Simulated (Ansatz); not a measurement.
Ta, 2 atoms in the cell. The typed cell holds 2 atoms: a = 2.900 Å, b = 2.900 Å, c = 5.166 Å, α = 90.00°, β = 90.00°, γ = 120.00°. This isn't the form of Ta at room conditions, which is bcc. The cell isn't the ideal one: atoms moved at random, drawn with an rms of 0.05 Å.

| Quantity | Value |
| --- | --- |
| Program | Ansatz 0.2.0 |
| Task | single point |
| Functional | PBEsol |
| Potentials or basis | Ansatz PAW |
| Cutoff | 420 eV (not typed: the program's choice for these potentials) |
| k mesh | 11 × 11 × 5 |
| Occupations | fermi-dirac, width 0.05 eV |
| Spin | no spin polarisation |

Potentials or basis: Ansatz PAW.

Run with:

```console
$ ansatz run input.yaml --threads 2 --pin off --max-ram 5632MiB --backend cpu --events-out ev --progress --plain --runs-dir out
```

Hardware: 2 threads of Arm Neoverse V1, on a shared host.

Problem. Estimate the wall time of this run.

Solution. Wall time 4.8 s on 2 threads of Arm Neoverse V1, on a shared host, peak memory 0.42 GiB. Counts: scf iterations 6, plane waves 725, k points 303, bands 17.
